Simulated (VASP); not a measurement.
I:

```
CELL_PARAMETERS angstrom
2.53835 -3.70662 0.00000
2.53835 3.70662 0.00000
-1.62087 0.00000 2.38110
ATOMIC_POSITIONS crystal
I 0.50000 0.50000 0.50000
```

Program: VASP 6.6.1. Alike in all runs: task single point; cell as given. Hardware: 1 thread of Intel(R) Xeon(R) 6975P-C (Granite Rapids), on a shared host.

Q: Order these runs on this cell by their wall time, lowest first.
A. level PBE; potentials or basis VASP PAW PBE potentials, release 64 (I_GW); spin off; k mesh 3 × 3 × 5; cutoff (eV) 350; smearing gaussian 0.02 eV; mesh quality coarse
B. level LDA; potentials or basis VASP PAW LDA potentials, release 64 (I); spin off; k mesh 7 × 7 × 11; cutoff (eV) 520; smearing gaussian 0.1 eV; mesh quality not flagged
C. level PBE; potentials or basis VASP PAW PBE potentials, release 64 (I_GW); spin off; k mesh 4 × 4 × 6; cutoff (eV) 500; smearing gaussian 0.02 eV; mesh quality coarse
D. level B3LYP+ULG; potentials or basis VASP PAW PBE potentials, release 54 (I); spin collinear, ferromagnetic start; fixed moment (μB) 0; k mesh 4 × 4 × 6; cutoff (eV) 520; smearing fermi-dirac 0.02 eV; grid for exact exchange (PRECFOCK) Normal; exchange at q = 0 default; mesh quality coarse

A: A (2.2 s), C (4.6 s), B (33 s), D (600 s).

Caveats: some runs use coarse meshes; an odd number of electrons without spin polarisation forces a metal (some runs); a magnetic or distorted state may lie lower (some runs); the total moment is fixed, so each spin has its own Fermi level (some runs).
